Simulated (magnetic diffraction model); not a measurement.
# Solving a magnetic structure from powder neutron data: Ga2FeI8

Space group P2_1/c (no. 14), a = 7.5860 Å, b = 8.5540 Å, c = 14.2870 Å, β = 92.68°.

| site | atom | x | y | z |
| --- | --- | --- | --- | --- |
| 4e | I | 0.8753 | 0.2604 | 0.5966 |
| 4e | I | 0.3006 | 0.4983 | 0.6104 |
| 4e | I | 0.1725 | 0.2734 | 0.8606 |
| 4e | I | 0.3596 | 0.0114 | 0.6337 |
| 4e | Ga | 0.1911 | 0.2365 | 0.6863 |
| 2a | Fe | 0 | 1/2 | 1/2 |

The compound is invented for this exercise: a known structure type with other elements, its cell scaled to their sizes and not relaxed.

Only Fe is taken to order (form factors of Fe2+); orders and moment sizes are assumed, and not adapted to the symmetry. Radiation: neutrons of λ = 2.41 Å, 8° to 35°; isotropic B of 0.64 Å² (I), 0.84 Å² (Ga) and 0.88 Å² (Fe). Simulated constant-wavelength pattern: nuclear and magnetic terms add, the magnetic one as |2.695 fm × Σ f S⊥ exp(2πi Q·r) exp(−B s²)|², summed over all Q at one angle with the factor 1/(sin²θ cos θ). For collinear order S is the moment m, which repeats by lattice and centring translations R with the sign exp(−2πi k·R). Free-ion form factors, Sears's scattering lengths of 1992, no absorption; a label names one of the reflections at its angle. The strongest nuclear line in the range is 100, and lines under 0.2 are left out.

Above the ordering temperature:

```
2θ (°)     index      I
 18.30   (1 0 0)  100.0
 18.91   (0 1 1)   59.3
 19.44   (0 0 2)    1.1
 24.53   (1 1 0)   98.5
 25.41   (0 1 2)   42.4
 26.11  (1 1 -1)   42.7
 26.18  (1 0 -2)   62.2
 26.75   (1 1 1)   39.7
 27.45   (1 0 2)    2.4
 30.94  (1 1 -2)   90.2
 32.04   (1 1 2)   15.8
 32.73   (0 2 0)    2.2
 33.70   (0 1 3)   48.0
```

Below it (cell unchanged):

```
2θ (°)      I
 12.97   40.5
 13.28   10.5
 18.30  100.0
 18.70   19.6
 18.91   59.3
 19.36   12.3
 19.44    1.1
 24.53   98.5
 25.41   42.4
 26.11   42.7
 26.18   62.2
 26.48    7.7
 26.64    9.2
 26.75   39.7
 26.94    4.4
 27.45    2.4
 27.73    0.4
 29.00    7.5
 29.44    4.2
 29.79    4.2
 30.22    1.4
 30.94   90.2
 31.80    6.1
 32.04   15.8
 32.73    2.2
 33.01    3.7
 33.70   48.0
```

**Question.** Find the propagation vector, then choose among these models:
A. collinear moments along [111], 3.08 μB on Fe; signs + at (0, 1/2, 1/2), − at (0, 0, 0)
B. collinear moments along [110], 3.08 μB on Fe; signs + at (0, 1/2, 1/2), + at (0, 0, 0)
C. collinear moments along [110], 3.08 μB on Fe; signs + at (0, 1/2, 1/2), − at (0, 0, 0)
D. collinear moments along [111], 3.08 μB on Fe; signs + at (0, 1/2, 1/2), + at (0, 0, 0)

The new lines index as (-1/2 1/2 1/2) at 12.97°, (1/2 1/2 1/2) at 13.28°, (1/2 1/2 -3/2) at 18.70° and (1/2 -1/2 3/2) at 19.36°, that is as H ± k with k = (1/2 1/2 1/2). Half indices mean that the moments reverse under translations with k·R a half-integer, and the magnetic cell has twice the primitive volume.

Magnetic intensity, observed (below minus above) and for each model:

| 2θ (°) | index | observed | A | B | C | D |
| --- | --- | --- | --- | --- | --- | --- |
| 12.97 | (1/2 1/2 -1/2) | 40.5 | 40.5 | 5.7 | 44.4 | 40.5 |
| 13.28 | (1/2 -1/2 1/2) | 10.5 | 10.5 | 42.2 | 7.2 | 38.7 |
| 18.70 | (-1/2 1/2 3/2) | 19.6 | 19.6 | 20.5 | 11.9 | 12.7 |
| 19.36 | (1/2 1/2 3/2) | 12.3 | 12.3 | 11.6 | 19.0 | 0.2 |
| 26.48 | (-1/2 3/2 1/2) | 7.7 | 7.7 | 7.5 | 1.4 | 7.7 |
| 26.64 | (1/2 3/2 1/2) | 9.2 | 9.2 | 1.5 | 7.4 | 4.4 |
| 27.73 | (1/2 -1/2 5/2) | 0.4 | 0.4 | 8.5 | 6.9 | 4.4 |
| 30.22 | (1/2 -3/2 3/2) | 1.4 | 1.4 | 5.8 | 2.4 | 6.9 |

Model A matches.

The structure used: k = (1/2 1/2 1/2), collinear moments along [111], 3.08 μB on Fe; signs + at (0, 1/2, 1/2), − at (0, 0, 0).

[Logs are printed without paths, hosts, clocks, repeated set-up lines and the standing remarks that a program may print on its own settings, such as how far it seeks lower states.]
